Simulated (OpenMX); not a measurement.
The system is TiC.

```
Ti C
1.0
     0.00000    2.16572    2.16572
     2.16572    0.00000    2.16572
     2.16572    2.16572    0.00000
Ti C
1 1
Direct
  0.00000 0.00000 0.00000
  0.50000 0.50000 0.50000
```

The cell is a database's computed one.

Base run:

| Property | Result |
| --- | --- |
| Program | OpenMX 3.8.5 |
| Functional | PBE |
| Potentials or basis | OpenMX 2013 PBE set, Ti7.0-s2p2d1, C6.0-s2p2, grid cutoff 400 Ry |
| k mesh | 11 × 11 × 11 |
| Occupations | fermi-dirac, width 0.05 eV |
| Spin | no spin polarisation |

Its results: pressure -1.7 GPa.

The run is repeated on the same cell with these changes: potentials or basis from OpenMX 2013 PBE set, Ti7.0-s2p2d1, C6.0-s2p2, grid cutoff 400 Ry to OpenMX 2013 PBE set, Ti7.0-s3p2d2, C6.0-s2p2d1, grid cutoff 400 Ry; k mesh from 11 × 11 × 11 to 9 × 9 × 9. What comes out?

Pressure -0.1 GPa.

Caveats: the basis of atomic orbitals isn't converged, which shifts pressures, moduli and gaps; the transition metal has a single d function, too few for pressures, volumes and moments (some runs).
